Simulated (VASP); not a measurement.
# Interstitial N in a supercell of InRh, part 4 of 5

Aim: the formation energy and local structure of interstitial N in InRh. The start is a cell from a database of measured crystal structures.

VASP 6.6.1, plane waves and PAW; the level of theory is named at each step.

So far. Step 5 (Reference In): The run ended after 12 ionic steps, 0.002 eV below its first step, once forces and stress met EDIFFG = -0.02. Step 5 (Reference In): Energy at zero smearing: -2.97182 eV.

## (6) Reference Rh

This step: PBEsol; plane waves and PAW (Rh) (VASP 6.6.1).

System of this step: Rh. It takes space group Fm-3m (No. 225, cubic). The conventional cell has a = 3.800 Å, b = 3.800 Å, c = 3.800 Å, α = 90.00°, β = 90.00°, γ = 90.00°. Rh has 12 Rh at 2.69 Å nearest.

Rh is not exchanged here; its energy serves the host's formation enthalpy.

INCAR

```
SYSTEM = Rh
PREC = Normal
ENCUT = 400
EDIFF = 1E-05
NELM = 120
ISMEAR = 1
SIGMA = 0.1
LREAL = Auto
ALGO = Fast
GGA = PS
NBANDS = 10
LORBIT = 11
LWAVE = .FALSE.
LCHARG = .FALSE.
KPAR = 4
IBRION = 2
NSW = 25
ISIF = 3
EDIFFG = -0.02
POTIM = 0.4
```

POSCAR

```
Rh
1.0
    0.0000000000      1.9000000000      1.9000000000
    1.9000000000      0.0000000000      1.9000000000
    1.9000000000      1.9000000000      0.0000000000
Rh
1
Direct
    0.0000000000      0.0000000000      0.0000000000
```

KPOINTS

```
Automatic mesh
0
Gamma
12 12 12
0 0 0
```

The projector-augmented-wave data sets are Rh (PBE family, release 64).

Started as:

```console
$ mpirun -np 4 vasp_std
```

What it wrote:

```text
[banner, memory and clock lines left out]
running    4 mpi-ranks, on    1 nodes
 distrk:  each k-point on    1 cores,    4 groups
 distr:  one band on    1 cores,    1 groups

 POSCAR found type information on POSCAR Rh
 POSCAR found :  1 types and       1 ions
 [... a notice as in an earlier step ...]

 [... a notice as in an earlier step ...]

 LDA part: xc-table for (Slater+PW92), standard interpolation
 POSCAR, INCAR and KPOINTS ok, starting setup
 FFT: planning ... GRIDC
 FFT: planning ... GRID_SOFT
 FFT: planning ... GRID
 WAVECAR not read
 entering main loop
       N       E                     dE             d eps       ncg     rms          rms(c)
DAV:   1     0.232753393086E+02    0.23275E+02   -0.35224E+03  1472   0.625E+02
DAV:   2    -0.854292383373E+01   -0.31818E+02   -0.30677E+02  1524   0.143E+02
DAV:   3    -0.882231065861E+01   -0.27939E+00   -0.27893E+00  1840   0.150E+01
DAV:   4    -0.882260032612E+01   -0.28967E-03   -0.28966E-03  1692   0.481E-01
DAV:   5    -0.882260107100E+01   -0.74489E-06   -0.74561E-06  1702   0.233E-02    0.113E+01
RMM:   6    -0.821171413989E+01    0.61089E+00   -0.80493E-01  1440   0.828E+00    0.378E+00
RMM:   7    -0.816406769713E+01    0.47646E-01   -0.64557E-02  1440   0.250E+00    0.132E+00
RMM:   8    -0.815909797430E+01    0.49697E-02   -0.10890E-02  1440   0.104E+00    0.697E-01
RMM:   9    -0.815653614656E+01    0.25618E-02   -0.16442E-03  1440   0.392E-01    0.282E-02
RMM:  10    -0.815655223697E+01   -0.16090E-04   -0.72794E-05  1387   0.908E-02    0.273E-02
RMM:  11    -0.815654687608E+01    0.53609E-05   -0.92700E-06   944   0.278E-02
   1 F= -.81565469E+01 E0= -.81566192E+01  d E =-.815655E+01
 curvature:   0.00 expect dE= 0.000E+00 dE for cont linesearch  0.000E+00
 trial: gam= 0.00000 g(F)=  0.997E-64 g(S)=  0.315E-01 ort = 0.000E+00 (trialstep = 0.100E+01)
 search vector abs. value=  0.315E-01
 bond charge predicted
       N       E                     dE             d eps       ncg     rms          rms(c)
DAV:   1    -0.839827442029E+01   -0.24172E+00   -0.57719E+00  1458   0.241E+01    0.448E+00
RMM:   2    -0.815341477994E+01    0.24486E+00   -0.29936E-01  1440   0.502E+00    0.894E-01
RMM:   3    -0.814110228215E+01    0.12312E-01   -0.20296E-02  1440   0.131E+00    0.282E-01
RMM:   4    -0.814126691817E+01   -0.16464E-03   -0.25204E-03  1440   0.472E-01    0.489E-02
RMM:   5    -0.814139892663E+01   -0.13201E-03   -0.18168E-04  1423   0.119E-01    0.141E-02
RMM:   6    -0.814140512301E+01   -0.61964E-05   -0.15326E-05  1074   0.369E-02
   2 F= -.81414051E+01 E0= -.81413737E+01  d E =0.151418E-01
[...]
3 F= -.81618210E+01 E0= -.81618545E+01  d E =-.527410E-02
 curvature:  -0.16 expect dE=-0.998E-04 dE for cont linesearch -0.998E-04
 ZBRENT: interpolating
 opt :   0.3161  next Energy=    -8.161921 (dE=-0.537E-02)
 bond charge predicted
       N       E                     dE             d eps       ncg     rms          rms(c)
DAV:   1    -0.816243587789E+01   -0.61789E-03   -0.11518E-02  1528   0.108E+00    0.179E-01
RMM:   2    -0.816193679697E+01    0.49908E-03   -0.64438E-04  1440   0.231E-01    0.446E-02
RMM:   3    -0.816191409836E+01    0.22699E-04   -0.35944E-05  1290   0.558E-02    0.165E-02
RMM:   4    -0.816191226690E+01    0.18315E-05   -0.59776E-06   863   0.222E-02
   4 F= -.81619123E+01 E0= -.81619505E+01  d E =-.536539E-02
 curvature:  -0.16 expect dE=-0.138E-05 dE for cont linesearch -0.138E-05
 trial: gam= 0.00000 g(F)=  0.235E-64 g(S)=  0.873E-05 ort =-0.525E-03 (trialstep = 0.863E+00)
 search vector abs. value=  0.873E-05
 reached required accuracy - stopping structural energy minimisation
```

Run time: 8.8 s. Hardware: 4 MPI ranks of AMD EPYC 7R43, shared host; peak memory 0.33 GiB.

Parts of OUTCAR (step 6):

```text
   k-points           NKPTS =     72   k-points in BZ     NKDIM =     72   number of bands    NBANDS=     10

   ENCUT  =  400.0 eV  29.40 Ry    5.42 a.u.   4.38  4.38  4.38*2*pi/ulx,y,z

   NELECT =       9.0000    total number of electrons

 E-fermi :  12.0278

 k-point     1 :       0.0000    0.0000    0.0000
  band No.  band energies     occupation
    ...
      2       8.7800      2.00000
      3       8.7800      2.00000
      4       8.7800      2.00000
      5      10.9626      2.00000
      6      10.9626      2.00000
      7      27.9440      0.00000
      8      28.0041      0.00000
      9      33.5146      0.00000
     10      33.5146      0.00000

  Total        0.0086820      0.0086820      0.0086820      0.0000000      0.0000000      0.0000000
  in kB        1.0336258      1.0336258      1.0336258      0.0000000      0.0000000      0.0000000
  external PRESSURE =       1.0336258 kB  Pullay stress =       0.0000000 kB

 POSITION                                       TOTAL-FORCE (eV/Angst)
 -----------------------------------------------------------------------------------
      0.00000      0.00000      0.00000         0.000000      0.000000      0.000000
 -----------------------------------------------------------------------------------
    total drift:                               -0.000000     -0.000000      0.000000

  FREE ENERGIE OF THE ION-ELECTRON SYSTEM (eV)
  ---------------------------------------------------
  free  energy   TOTEN  =        -8.1619122669 eV

  energy  without entropy=       -8.1620268257  energy(sigma->0) =       -8.16195045

[... 3 parts as in an earlier step ...]

[... 13 further parts left out ...]
```

CONTCAR:

```
Rh
   1.00000000000000
    -0.0000000000000000    1.8878988466287852    1.8878988466287852
     1.8878988466287852   -0.0000000000000000    1.8878988466287852
     1.8878988466287852    1.8878988466287852    0.0000000000000000
  Rh
     1
Direct
     0.0000000000000000    0.0000000000000000    0.0000000000000000
```

Relaxation path:

| step | energy less that of the first step (eV) | largest force (eV/Å) | pressure (GPa) | volume (Å³) |
| --- | --- | --- | --- | --- |
| 1 | 0.0000 | 0.0000 | -6.10 | 13.72 |
| 2 | 0.0151 | 0.0000 | 14.04 | 12.91 |
| 3 | -0.0053 | 0.0000 | 0.88 | 13.42 |
| 4 | -0.0054 | 0.0000 | 0.10 | 13.46 |

| conventional cell, symmetrised | before | after | change |
| --- | --- | --- | --- |
| a (Å) | 3.800 | 3.776 | -0.6 % |
| b (Å) | 3.800 | 3.776 | -0.6 % |
| c (Å) | 3.800 | 3.776 | -0.6 % |
| volume (Å³/atom) | 13.72 | 13.46 | -1.9 % |

Final coordinates:

```
Rh
1.0
     0.00000    1.88790    1.88790
     1.88790    0.00000    1.88790
     1.88790    1.88790    0.00000
Rh
1
Cartesian
  0.0000 0.0000 0.0000
```

This step gave:

* electronic cycles: 27
* electrons: 9
* free energy (TOTEN): -8.162 eV
* Fermi energy: 12.03 eV

The run ended after 4 ionic steps, 0.005 eV below its first step, once forces and stress met EDIFFG = -0.02.

Energy at zero smearing: -8.16195 eV.

## (7) The defect cell

This step: PBEsol, no spin polarisation; plane waves and PAW (In, Rh, N) (VASP 6.6.1).

System of this step: In16Rh16N. The cell holds 33 atoms: 16 In, 16 Rh and 1 N. Cell: a = 9.028 Å, b = 9.028 Å, c = 9.028 Å, α = 60.0°, β = 60.0°, γ = 60.0°. It derives from InRh. Nearest the centre at fractional (0.188, 0.062, -0.062): N33 at 0.00 Å, In1 at 1.78 Å, Rh27 at 1.78 Å, In15 at 1.78 Å, Rh17 at 1.78 Å, In4 at 2.88 Å, Rh18 at 2.88 Å, Rh26 at 2.88 Å.

The host is treated as a metal, since its gap is under 0.3 eV or closed. The run keeps 4 symmetry operations, which cuts the number of k-points but bars distortions that break them. The atoms relax at the host's fixed cell.

INCAR

```
SYSTEM = In16Rh16N
PREC = Normal
ENCUT = 400
EDIFF = 1E-05
NELM = 120
ISMEAR = 1
SIGMA = 0.2
LREAL = Auto
ALGO = Fast
GGA = PS
LORBIT = 11
LWAVE = .FALSE.
LCHARG = .TRUE.
KPAR = 4
IBRION = 2
NSW = 50
ISIF = 2
EDIFFG = -0.03
POTIM = 0.4
MAXMIX = 40
ISYM = 2
```

POSCAR

```
In16Rh16N
1.0
    0.0000000000      6.3835207080      6.3835207080
    6.3835207080      0.0000000000      6.3835207080
    6.3835207080      6.3835207080      0.0000000000
In Rh N
16 16 1
Direct
    0.1250000000      0.1250000000      0.1250000000
    0.6250000000      0.1250000000      0.1250000000
    0.1250000000      0.6250000000      0.1250000000
    0.1250000000      0.1250000000      0.6250000000
    0.3750000000      0.3750000000      0.3750000000
    0.6250000000      0.6250000000      0.1250000000
    0.6250000000      0.1250000000      0.6250000000
    0.8750000000      0.3750000000      0.3750000000
    0.1250000000      0.6250000000      0.6250000000
    0.3750000000      0.8750000000      0.3750000000
    0.3750000000      0.3750000000      0.8750000000
    0.6250000000      0.6250000000      0.6250000000
    0.8750000000      0.8750000000      0.3750000000
    0.8750000000      0.3750000000      0.8750000000
    0.3750000000      0.8750000000      0.8750000000
    0.8750000000      0.8750000000      0.8750000000
    0.0000000000      0.0000000000      0.0000000000
    0.5000000000      0.0000000000      0.0000000000
    0.0000000000      0.5000000000      0.0000000000
    0.0000000000      0.0000000000      0.5000000000
    0.2500000000      0.2500000000      0.2500000000
    0.5000000000      0.5000000000      0.0000000000
    0.5000000000      0.0000000000      0.5000000000
    0.7500000000      0.2500000000      0.2500000000
    0.0000000000      0.5000000000      0.5000000000
    0.2500000000      0.7500000000      0.2500000000
    0.2500000000      0.2500000000      0.7500000000
    0.5000000000      0.5000000000      0.5000000000
    0.7500000000      0.7500000000      0.2500000000
    0.7500000000      0.2500000000      0.7500000000
    0.2500000000      0.7500000000      0.7500000000
    0.7500000000      0.7500000000      0.7500000000
    0.1875000000      0.0625000000      0.9375000000
```

KPOINTS

```
Automatic mesh
0
Gamma
3 3 3
0 0 0
```

PAW data sets: In, Rh and N (PBE family, release 64).

Started as:

```console
$ mpirun -np 4 vasp_std
```

What it wrote:

```text
[banner, memory and clock lines left out]
running    4 mpi-ranks, on    1 nodes
 distrk:  each k-point on    1 cores,    4 groups
 distr:  one band on    1 cores,    1 groups

 POSCAR found type information on POSCAR InRhN
 POSCAR found :  3 types and      33 ions
 [... a notice as in an earlier step ...]

 LDA part: xc-table for (Slater+PW92), standard interpolation
 POSCAR, INCAR and KPOINTS ok, starting setup
 FFT: planning ... GRIDC
 FFT: planning ... GRID_SOFT
 FFT: planning ... GRID
 WAVECAR not read
 entering main loop
       N       E                     dE             d eps       ncg     rms          rms(c)
DAV:   1     0.995137203065E+03    0.99514E+03   -0.71791E+04  1888   0.120E+03
DAV:   2    -0.126726302698E+03   -0.11219E+04   -0.10734E+04  2024   0.273E+02
DAV:   3    -0.200092937224E+03   -0.73367E+02   -0.69873E+02  2220   0.643E+01
DAV:   4    -0.202496127597E+03   -0.24032E+01   -0.23800E+01  2176   0.119E+01
DAV:   5    -0.202579147630E+03   -0.83020E-01   -0.82863E-01  2456   0.202E+00    0.448E+01
RMM:   6    -0.195956879825E+03    0.66223E+01   -0.29504E+01  1890   0.144E+01    0.199E+01
RMM:   7    -0.195866544115E+03    0.90336E-01   -0.94043E+00  1888   0.790E+00    0.178E+01
RMM:   8    -0.193857931479E+03    0.20086E+01   -0.54871E+00  1888   0.662E+00    0.930E+00
RMM:   9    -0.193044616612E+03    0.81331E+00   -0.21412E+00  1899   0.398E+00    0.327E+00
RMM:  10    -0.192908996402E+03    0.13562E+00   -0.46192E-01  1916   0.172E+00    0.193E+00
RMM:  11    -0.192902069343E+03    0.69271E-02   -0.11652E-01  2092   0.599E-01    0.137E+00
RMM:  12    -0.192904886018E+03   -0.28167E-02   -0.51897E-02  1893   0.547E-01    0.809E-01
RMM:  13    -0.192899563939E+03    0.53221E-02   -0.25007E-02  1890   0.439E-01    0.413E-01
RMM:  14    -0.192897717166E+03    0.18468E-02   -0.12173E-02  1943   0.261E-01    0.291E-01
RMM:  15    -0.192897862215E+03   -0.14505E-03   -0.31799E-03  2128   0.106E-01    0.246E-01
RMM:  16    -0.192897705659E+03    0.15656E-03   -0.53160E-04  1929   0.562E-02    0.423E-02
RMM:  17    -0.192897690464E+03    0.15194E-04   -0.30384E-04  1970   0.348E-02    0.440E-02
RMM:  18    -0.192897690474E+03   -0.99571E-08   -0.77321E-05  1634   0.181E-02
   1 F= -.19289769E+03 E0= -.19288883E+03  d E =-.192898E+03
 curvature:   0.00 expect dE= 0.000E+00 dE for cont linesearch  0.000E+00
 trial: gam= 0.00000 g(F)=  0.158E+02 g(S)=  0.000E+00 ort = 0.000E+00 (trialstep = 0.100E+01)
 search vector abs. value=  0.158E+02
 bond charge predicted
       N       E                     dE             d eps       ncg     rms          rms(c)
DAV:   1    -0.194740333622E+03   -0.18426E+01   -0.93179E+02  1888   0.772E+01    0.161E+01
RMM:   2    -0.196589463666E+03   -0.18491E+01   -0.21364E+01  1888   0.130E+01    0.961E+00
RMM:   3    -0.196025306652E+03    0.56416E+00   -0.43941E+00  1926   0.513E+00    0.599E+00
RMM:   4    -0.196004950276E+03    0.20356E-01   -0.97541E-01  2109   0.208E+00    0.395E+00
RMM:   5    -0.195970561854E+03    0.34388E-01   -0.21716E-01  1936   0.112E+00    0.244E+00
RMM:   6    -0.195959894204E+03    0.10668E-01   -0.96345E-02  1986   0.710E-01    0.474E-01
RMM:   7    -0.195962259794E+03   -0.23656E-02   -0.28737E-02  2108   0.375E-01    0.710E-01
RMM:   8    -0.195961796364E+03    0.46343E-03   -0.94009E-03  2196   0.191E-01    0.231E-01
RMM:   9    -0.195961781765E+03    0.14599E-04   -0.24616E-03  1962   0.106E-01    0.181E-01
RMM:  10    -0.195961504579E+03    0.27719E-03   -0.82586E-04  1938   0.658E-02    0.106E-01
RMM:  11    -0.195961508994E+03   -0.44151E-05   -0.41376E-04  2131   0.385E-02    0.343E-02
RMM:  12    -0.195961511707E+03   -0.27132E-05   -0.78466E-05  1674   0.184E-02
   2 F= -.19596151E+03 E0= -.19595630E+03  d E =-.306382E+01
[... from here on, the cycles between the ionic steps are left out ...]
   3 F= -.19701120E+03 E0= -.19700574E+03  d E =-.411351E+01
   4 F= -.19701315E+03 E0= -.19700778E+03  d E =-.411546E+01
   5 F= -.19730776E+03 E0= -.19730069E+03  d E =-.294612E+00
   6 F= -.19734566E+03 E0= -.19733715E+03  d E =-.332507E+00
   7 F= -.19736398E+03 E0= -.19735594E+03  d E =-.350825E+00
   8 F= -.19743174E+03 E0= -.19742361E+03  d E =-.677618E-01
   9 F= -.19748667E+03 E0= -.19747868E+03  d E =-.122694E+00
  10 F= -.19754077E+03 E0= -.19753221E+03  d E =-.541020E-01
  11 F= -.19760490E+03 E0= -.19759433E+03  d E =-.118227E+00
  12 F= -.19760579E+03 E0= -.19759555E+03  d E =-.119115E+00
  13 F= -.19764117E+03 E0= -.19763052E+03  d E =-.353839E-01
  14 F= -.19765445E+03 E0= -.19764336E+03  d E =-.486621E-01
  15 F= -.19767874E+03 E0= -.19766716E+03  d E =-.242942E-01
  16 F= -.19769052E+03 E0= -.19767831E+03  d E =-.360713E-01
  17 F= -.19770759E+03 E0= -.19769499E+03  d E =-.170691E-01
  18 F= -.19771273E+03 E0= -.19769995E+03  d E =-.222054E-01
  19 F= -.19772333E+03 E0= -.19771049E+03  d E =-.106091E-01
  20 F= -.19772542E+03 E0= -.19771265E+03  d E =-.126955E-01
  21 F= -.19773362E+03 E0= -.19772145E+03  d E =-.819432E-02
  22 F= -.19773484E+03 E0= -.19772300E+03  d E =-.942269E-02
  23 F= -.19773944E+03 E0= -.19772767E+03  d E =-.459941E-02
  24 F= -.19774003E+03 E0= -.19772824E+03  d E =-.518259E-02
  25 F= -.19774251E+03 E0= -.19773059E+03  d E =-.248685E-02
  26 F= -.19774252E+03 E0= -.19773059E+03  d E =-.249586E-02
  27 F= -.19774416E+03 E0= -.19773244E+03  d E =-.163572E-02
 trial-energy change:   -0.001636  1 .order   -0.001455   -0.003476    0.000566
 step:   1.9474(harm=  1.8882)  dis= 0.00829  next Energy=  -197.744189 (dE=-0.167E-02)
 bond charge predicted
       N       E                     dE             d eps       ncg     rms          rms(c)
DAV:   1    -0.197744156679E+03    0.13395E-05   -0.23884E-02  1988   0.396E-01    0.276E-02
RMM:   2    -0.197744166048E+03   -0.93687E-05   -0.22621E-04  1886   0.492E-02    0.845E-03
RMM:   3    -0.197744170054E+03   -0.40060E-05   -0.39935E-05  1238   0.165E-02
  28 F= -.19774417E+03 E0= -.19773243E+03  d E =-.164816E-02
 curvature:  -2.26 expect dE=-0.836E-03 dE for cont linesearch -0.193E-04
 trial: gam= 0.14074 g(F)=  0.370E-03 g(S)=  0.000E+00 ort = 0.183E-03 (trialstep = 0.215E+01)
 search vector abs. value=  0.500E-03
 reached required accuracy - stopping structural energy minimisation
```

The job ended after 35 min (4 MPI ranks; peak memory 2.1 GiB; 2.3 h of CPU time).

OUTCAR, selected parts (step 7):

```text
   k-points           NKPTS =      8   k-points in BZ     NKDIM =      8   number of bands    NBANDS=    118

   NELECT =     197.0000    total number of electrons

 E-fermi :   9.5371

 k-point     1 :       0.0000    0.0000    0.0000
  band No.  band energies     occupation
    ...
     97       9.0707      2.00475
     98       9.1139      2.01080
     99       9.4036      1.89591
    100       9.4115      1.86423
    101       9.5802      0.64434
    102       9.7120     -0.01354
    103       9.7138     -0.01690
    104      10.0905     -0.00065
    105      10.3703     -0.00000
    106      10.7786     -0.00000
    ...

  Total       10.4598076     10.3379772     16.9429104      0.0000000      0.0000000      0.0000000
  in kB       32.2124286     31.8372348     52.1780429      0.0000000      0.0000000      0.0000000
  external PRESSURE =      38.7425688 kB  Pullay stress =       0.0000000 kB

 POSITION                                       TOTAL-FORCE (eV/Angst)
 -----------------------------------------------------------------------------------
      1.62909      1.66022      1.59588         0.005526      0.006322     -0.000000
      1.62520      4.78476      4.72216        -0.001129     -0.001521      0.022343
      4.76385      1.64318      4.73273         0.002847     -0.000922      0.008516
      4.75978      4.77772      1.59588        -0.000363      0.015176     -0.000000
      4.75832      4.78476      4.85313         0.001129     -0.001521     -0.022343
      4.79513      4.82345      7.97940        -0.007245      0.014961     -0.000000
      4.76385      8.02670      4.84255         0.002847     -0.000922     -0.008516
      4.79840      7.99069      7.97940         0.001331     -0.009527     -0.000000
      8.00872      4.78476      4.85313        -0.001129     -0.001521     -0.022343
      7.97191      4.82345      7.97940         0.007245      0.014961     -0.000000
      8.00319      8.02670      4.84255        -0.002847     -0.000922     -0.008516
      7.96864      7.99069      7.97940        -0.001331     -0.009527     -0.000000
      8.00319      8.02670     11.11625        -0.002847     -0.000922      0.008516
      8.00726     11.16124      7.97940         0.000363      0.015176     -0.000000
     11.13795      8.04374      7.97940        -0.005526      0.006322     -0.000000
     11.14184     11.16828     11.10568         0.001129     -0.001521      0.022343
      6.38352      6.39168     12.39941         0.000000      0.011803     -0.015647
      6.38352      9.57345      3.19156         0.000000     -0.011419      0.012383
      9.53153      6.40845      3.19469         0.001249     -0.016365     -0.006189
      9.58248      3.21411      6.39588        -0.022144      0.010186      0.001895
      3.19896      3.21411      3.17940        -0.022144      0.010186     -0.001895
      3.18456      3.21411      6.39588         0.022144      0.010186      0.001895
      3.23551      6.40845      3.19469        -0.001249     -0.016365     -0.006189
      3.14801      6.40845      6.38059         0.001249     -0.016365      0.006189
[...]
-----------------------------------------------------------------------------------
    total drift:                                0.000012      0.171826     -0.000006

  FREE ENERGIE OF THE ION-ELECTRON SYSTEM (eV)
  ---------------------------------------------------
  free  energy   TOTEN  =      -197.7441700541 eV

  energy  without entropy=     -197.7089360031  energy(sigma->0) =     -197.73242537

[... 5 parts as in an earlier step ...]

[... 12 further parts left out ...]
```

This run has no spin polarisation, so a moment on Rh, if there is one, isn't seen. Its electron count is odd, so without a moment it is a metal by construction. LASPH is off, so gradient terms of the non-spherical density inside the spheres are left out; for open d or f shells this can shift gaps and moments. The run keeps the 4 symmetry operations of its start, so it cannot find a distortion of lower symmetry.

(Part 4 of 5 ends here.)

[Lines on the potential files, build, host, timing and source positions are cut from VASP's logs without a mark.]

[Logs are printed without paths, hosts, clocks, repeated set-up lines and the standing remarks that a program may print on its own settings, such as how far it seeks lower states.]

[Hosts, paths, dates, database ids (printed as entryN), source tags and the programs' standing remarks are cut or masked in the printed files.]

[In band tables of VASP the shares of atoms and orbitals are scaled to a sum of 1 inside the atoms' spheres.]

[Runs that stopped without an error message from VASP are left out.]
